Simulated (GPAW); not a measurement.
Crystal: Sb.

```
Sb
1.0
     3.13680    0.00000    0.00000
    -0.04133    3.16255    0.00000
    -1.56161   -1.53378    2.71745
Sb
1
Direct
  0.00000 0.00000 0.00000
```

This isn't the form of Sb at room conditions, which is rhombohedral.

The cell isn't the ideal one: cell sheared at random, sigma 0.01, atoms nudged by 0.01 Å.

* Program: GPAW 26.7.0
* Task: relaxation of cell and atoms
* Functional: OLYP
* Dispersion: D3
* Potentials or basis: PAW data sets generated in the run's folder for this functional
* Cutoff: 600 eV
* Basis: pw
* k mesh: 6 × 6 × 6
* Occupations: fermi-dirac, width 0.05 eV
* Spin: no spin polarisation

At the start: pressure -2.4 GPa; volume 26.96 Å³/atom.

**Question.** Where does the relaxation end?

**Answer.** Over 28 steps the energy falls by 272.9 meV/atom and the volume is 27.95 Å³/atom (+3.7 %); space group Pm-3m (No. 221, to 0.05 Å).

The path:
```tsv
step	energy change (eV)	largest force (eV/Å)	pressure (GPa)	volume (Å³)
1	0.0000	0.0000	-2.41	26.96
2	-0.0077	0.0000	-1.55	26.49
3	-0.0150	0.0000	0.46	25.52
4	-0.0159	0.0000	0.33	25.55
5	0.0265	0.0000	-0.68	26.52
6	-0.0270	0.0000	-1.43	26.04
7	-0.0214	0.0000	-0.90	26.02
8	-0.0393	0.0000	-0.50	25.64
9	-0.0107	0.0000	1.41	24.88
10	-0.0387	0.0000	-0.35	25.53
11	0.0272	0.0000	0.57	26.52
12	-0.1142	0.0000	-0.05	28.69
13	-0.1733	0.0000	-0.60	28.22
14	-0.1949	0.0000	-2.84	29.93
15	-0.2403	0.0000	-0.66	28.50
16	-0.2521	0.0000	-0.58	28.51
17	-0.2576	0.0000	-0.20	28.33
18	-0.2626	0.0000	0.20	28.07
19	-0.2687	0.0000	0.36	27.89
20	-0.2691	0.0000	0.52	27.79
21	-0.2717	0.0000	0.01	27.99
22	-0.2719	0.0000	-0.11	28.04
23	-0.2722	0.0000	-0.25	28.11
24	-0.2725	0.0000	-0.24	28.10
25	-0.2727	0.0000	-0.13	28.04
26	-0.2728	0.0000	-0.05	28.00
27	-0.2728	0.0000	0.04	27.96
28	-0.2729	0.0000	0.05	27.95
```

Final structure:
```
Sb
1.0
     4.11898   -1.03511   -0.61518
    -1.11633    4.10909    0.54013
    -2.15981   -0.84861    1.95924
Sb
1
Cartesian
  0.0000 0.0000 0.0000
```

Caveat: the k mesh is coarse (spacing up to 0.39 Å⁻¹), so the values aren't converged; later steps reuse the first step's grids; pairwise dispersion overbinds metals, which lowers pressure and volume.
